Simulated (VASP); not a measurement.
Wanted: the native input for a VASP 6.6.1 run.

```
Task                   : relaxation of cell and atoms
Functional             : PBE
Potentials or basis    : VASP PAW PBE potentials, release 64 (K_sv, Mg, F)
Cutoff                 : 600 eV
k mesh                 : 6 × 6 × 6
Occupations            : gaussian, width 0.02 eV
Spin                   : no spin polarisation
Dipole correction      : no
Further INCAR settings : ALGO = Normal; EDIFF = 1e-06; IBRION = 2; EDIFFG = -0.02; NSW = 70; ISIF = 3
```

The structure of KMgF3 lies in POSCAR:

```
KMgF3
1.0
    4.0525130822      0.0000000000      0.0000000000
    0.0000000000      4.0525130822      0.0000000000
    0.0000000000      0.0000000000      4.0525130822
K Mg F
1 1 3
Direct
    0.5000000000      0.5000000000      0.5000000000
    0.0000000000      0.0000000000      0.0000000000
    0.0000000000      0.5000000000      0.0000000000
    0.0000000000      0.0000000000      0.5000000000
    0.5000000000      0.0000000000      0.0000000000
```

The cell is a database's computed one.

One way to write it, as run:

INCAR

```
PREC     = Accurate       # precision mode
ENCUT    = 600            # plane-wave cutoff, eV
EDIFF    = 1E-6           # SCF threshold, eV
ISMEAR   = 0              # smearing method
SIGMA    = 0.02           # smearing width, eV
LREAL    = F              # projectors in reciprocal space
LASPH    = T              # aspherical terms in the spheres
NELM     = 100            # most SCF steps
ALGO     = Normal         # electronic algorithm
ISIF     = 3              # what is computed and relaxed
LWAVE    = F              # write WAVECAR
LCHARG   = F              # write CHGCAR
GGA      = PE             # functional
IBRION   = 2              # ionic algorithm
NSW      = 70             # ionic steps
EDIFFG   = -0.02          # ionic threshold
```

KPOINTS

```
Automatic mesh
0
Gamma
  6 6 6
```

Potentials or basis: VASP PAW PBE potentials, release 64 (K_sv, Mg, F).

Run with:

```console
$ cat potpaw_PBE.64/K_sv/POTCAR potpaw_PBE.64/Mg/POTCAR potpaw_PBE.64/F/POTCAR > POTCAR
$ mpirun -np 1 vasp_std > vasp.out
```

It gave:

* Relaxed volume: 13.24 Å³/atom
* Relaxed cell: a = 4.045 Å, b = 4.045 Å, c = 4.045 Å, α = 90.00°, β = 90.00°, γ = 90.00°
* Space group after relaxing (to 0.05 Å): Pm-3m (No. 221)
* Energy gained by relaxing: 0.1 meV/atom
* Ionic steps: 2
* Pressure after relaxing: -0.1 GPa
* Band gap on the k mesh: 6.98 eV, indirect (least direct gap 7.30 eV)

It took 31 s on 1 thread of AMD EPYC 7R13 Processor (Zen 3) (shared host), peak memory 0.17 GiB.
